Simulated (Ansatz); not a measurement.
**Bi2Te: computed properties**

Theory: DFT PBE, scalar-relativistic, plane waves, PAW in Ansatz.

Settings: cutoff 420 eV, Γ-centred mesh 8×8×8 on the computed 6-atom cell, Gaussian smearing of 0.10 eV; no spin polarisation.

The structure is relaxed at this level of theory with its symmetry kept. Whether it is the stable form of this composition wasn't checked.

```
CELL_PARAMETERS angstrom
-4.17330 4.17330 3.10790
4.17330 -4.17330 3.10790
4.17330 4.17330 -3.10790
ATOMIC_POSITIONS crystal
Bi 0.37500 0.62504 0.75004
Bi 0.87500 0.62496 0.24996
Bi 0.37496 0.12500 0.74996
Bi 0.37504 0.62500 0.25004
Te 0.00000 0.00000 0.00000
Te 0.75000 0.25000 0.50000
```

Q: Formation energy from the elements' standard states (uncorrected)?

A: -0.048 eV/atom.

Q: Density of states at the Fermi level?

A: 1.81 states/eV per cell.

Q: Löwdin character within 0.5 eV of the Fermi level?

A: Bi 6p 69 %, Te 5p 22 %.

Q: Bader charges (e)?

A: Bi (4 in the cell) 0.26, Te (2 in the cell) -0.51.

Spin-orbit coupling is left out, which matters for the bands of heavy elements.